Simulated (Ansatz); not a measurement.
BeS (started from an entry of an open crystallographic database) (r2SCAN geometry), in Ansatz:

```cif
data_structure
_symmetry_space_group_name_H-M 'F-43m'
_symmetry_Int_Tables_number 216
_cell_length_a 4.8686
_cell_length_b 4.8686
_cell_length_c 4.8686
_cell_angle_alpha 90.000
_cell_angle_beta 90.000
_cell_angle_gamma 90.000
_cell_volume 115.40
loop_
_atom_site_label
_atom_site_type_symbol
_atom_site_symmetry_multiplicity
_atom_site_Wyckoff_symbol
_atom_site_fract_x
_atom_site_fract_y
_atom_site_fract_z
_atom_site_occupancy
Be1 Be 4 a 0.00000 0.00000 0.00000 1
S1 S 4 d 0.25000 0.25000 0.75000 1
```

G0W0@PBE with 158 empty bands, a screening cutoff of 180 eV and a 6×6×6 mesh (PAW, contour deformation) gives 4.489 eV over the mesh points, from a PBE gap of 3.134 eV; it sums over 162 bands with 169 plane waves in the screening and a wave cutoff of 420 eV. No extrapolation in bands, cutoff or mesh was made for G0W0. No spin polarisation and no zero-point or thermal motion.

**Question.** Estimate the gap with empty bands 65, screening cutoff 100 eV.

**Answer.** 4.324 eV (-0.165 eV), from a Kohn-Sham gap of 3.134 eV.

**Question.** Estimate the gap with mesh 8×8×8, empty bands 46, screening cutoff 80 eV.

**Answer.** 4.247 eV (-0.242 eV), from a Kohn-Sham gap of 3.135 eV.

**Question.** Estimate the gap with potentials of the kind norm-conserving.

**Answer.** 4.478 eV (-0.011 eV), from a Kohn-Sham gap of 3.140 eV.
